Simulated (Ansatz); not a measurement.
# Si2W: straining the crystal, biaxial strain in the a-b plane

One table from this session's results is given with a row withheld; the runs are named, their logs left out.

Method: DFT r2SCAN, scalar-relativistic, plane waves, PAW, in Ansatz 0.2.0.

2 further runs of the same task are left out: 2 set aside as unsound or not needed.

## The system as given

Symmetry: I4/mmm, No. 139, tetragonal system. Conventional cell: a = 3.211 Å, b = 3.211 Å, c = 7.805 Å, α = 90.00°, β = 90.00°, γ = 90.00°. Si (site symmetry 4mm) has 5 Si at 2.58 to 2.63 Å and 5 W at 2.61 Å as nearest neighbours. W (site symmetry 4/mmm) is surrounded by 10 Si at 2.61 Å.

As a file:

```cif
data_structure
_symmetry_space_group_name_H-M 'I4/mmm'
_symmetry_Int_Tables_number 139
_cell_length_a 3.2113
_cell_length_b 3.2113
_cell_length_c 7.8046
_cell_angle_alpha 90.000
_cell_angle_beta 90.000
_cell_angle_gamma 90.000
_cell_volume 80.48
loop_
_atom_site_label
_atom_site_type_symbol
_atom_site_symmetry_multiplicity
_atom_site_Wyckoff_symbol
_atom_site_fract_x
_atom_site_fract_y
_atom_site_fract_z
_atom_site_occupancy
Si1 Si 4 e 0.00000 0.00000 0.33482 1
W1 W 2 a 0.00000 0.00000 0.00000 1
```

Set-up of the first run:

Contents of input.yaml:

```yaml
crystal:
  lattice:
    - [3.2112931025, 0.0, 0.0]
    - [0.0, 3.2112931025, 0.0]
    - [0.0, 0.0, 7.8046161967]
  atoms:
    - { symbol: Si, position: [0.0, 0.0, 0.3348248948] }
    - { symbol: Si, position: [0.5, 0.5, 0.1651751052] }
    - { symbol: Si, position: [0.5, 0.5, 0.8348248948] }
    - { symbol: Si, position: [0.0, 0.0, 0.6651751052] }
    - { symbol: W, position: [0.0, 0.0, 0.0] }
    - { symbol: W, position: [0.5, 0.5, 0.5] }
basis:
  ecutwfc: 500
kpoints:
  mp_grid: { grid: [12, 12, 6] }
hamiltonian:
  xc: r2scan
scf:
  occupations: { method: gaussian, width: 0.1 }
output:
  forces: true
  stress: true
  eigenvalues: true
```

Started as:

```console
$ ansatz run input.yaml --threads 1 --pin off --max-ram 2560MiB --backend cpu --events-out ev --progress --plain --runs-dir out
```

Steps of the session up to this table: The unstrained reference; Strain -1.5 %; At +1.5 %; The cell strained by -3.0 %; Strain +3.0 %; At -4.5 %; Strain +4.5 %.

One of the session's tables, all rows but one given; the rest of the session is left out.

Lengths are those of the vectors of the cell that was run; stresses in GPa:

```
strain (%)  ΔE (meV/atom)  a (Å)  b (Å)  c (Å)
      -4.5          100.0  3.067  3.067  7.955
      -3.0           43.0  3.115  3.115  7.898
      -1.5           10.4  3.163  3.163  7.848
      +0.0            0.0  3.211  3.211  7.805
      +1.5              ?      ?      ?      ?
      +3.0           37.5  3.308  3.308  7.734
      +4.5           81.3  3.356  3.356  7.705
```

Estimate the missing values for strain (%) = +1.5.

Worked estimate for «ΔE (meV/atom)». A straight line through the neighbours (0.0, 0.0) and (3.0, 37.5) gives 0.0 + (37.5 − 0.0) × (1.5 − 0.0) / (3.0 − 0.0) = 18.8; a parabola fitted to 4 rows on both sides gives 9.7.

As computed: ΔE (meV/atom): 9.7; a (Å): 3.259; b (Å): 3.259; c (Å): 7.767. In «ΔE (meV/atom)» the line misses by +9.1 and the parabola by 0.0.

ΔE is over the unstrained cell. Stress in GPa, positive in compression, on the Cartesian axes of the input. 
